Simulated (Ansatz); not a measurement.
# InSb: one candidate of a structure search

Aim: relax a trial structure of InSb and see where it ends.

Method: DFT PBE, scalar-relativistic, plane waves, PAW, in Ansatz 0.2.0.

### 1 The starting structure

The structure is tetragonal, space group P4/nmm (No. 129). Conventional cell: a = 4.092 Å, b = 4.092 Å, c = 8.110 Å, α = 90.00°, β = 90.00°, γ = 90.00°. In (site symmetry 4mm) has 4 In at 2.90 Å as nearest neighbours. Around Sb (site symmetry -4m2) lie 4 Sb at 2.89 Å.

As a file:

```xyz
4
Lattice="4.0923 0.0000 0.0000 0.0000 4.0923 0.0000 0.0000 0.0000 8.1099" Properties=species:S:1:pos:R:3 pbc="T T T"
In    2.0461    0.0000    8.0612
In    0.0000    2.0461    0.0487
Sb    2.0461    2.0461    4.0549
Sb    0.0000    0.0000    4.0549
```

Recipe of the guess: random cell by space group and Wyckoff sites (P4/nmm, No. 129). The dimensions are guesses.

### 2 Probe: one point on a coarse mesh

input.yaml reads:

```yaml
crystal:
  lattice:
    - [4.09225547, 0.0, 0.0]
    - [0.0, 4.09225547, 0.0]
    - [0.0, 0.0, 8.10988567]
  atoms:
    - { symbol: In, position: [0.5, 0.0, 0.99399883] }
    - { symbol: In, position: [0.0, 0.5, 0.00600117] }
    - { symbol: Sb, position: [0.5, 0.5, 0.5] }
    - { symbol: Sb, position: [0.0, 0.0, 0.5] }
basis:
  ecutwfc: 420
kpoints:
  mp_grid: { grid: [4, 4, 2] }
hamiltonian:
  xc: pbe
scf:
  occupations: { method: gaussian, width: 0.1 }
  lower_state_search: "off"
output:
  forces: true
  stress: true
  eigenvalues: true
```

On the command line:

```console
$ ansatz run input.yaml --threads 1 --pin off --max-ram 2560MiB --backend cpu --events-out ev --progress --plain --runs-dir out
```

Further runs follow: rough relaxation on the coarse mesh; final relaxation.

What does the calculation give? Wanted: conventional cell; volume; energy over the elements; gap on the mesh.

**Answer**, as computed:

```
                              quantity                                                                      value
symmetry at the end (tolerance 0.05 Å)                                               space group P4/mmm (No. 123)
                     conventional cell  a = 3.300 Å, b = 3.300 Å, c = 5.192 Å, α = 90.00°, β = 90.00°, γ = 90.00°
                                volume                                                              28.27 Å³/atom
              energy over the elements                                                              +0.08 eV/atom
                       gap on the mesh                                                               none (metal)
```

**Reading.** The symmetry goes from space group P4/nmm (No. 129) to space group P4/mmm (No. 123) (read at 0.05 Å; 0.001 Å gives P4/nmm (No. 129)), and the volume per atom shrinks by 16.7 % from the first guess. The formation energy is positive, so the separate elements lie lower. No finished test with a distortion of lower symmetry is shown, so the end may be a saddle point. Spin-orbit coupling is left out for Sb.
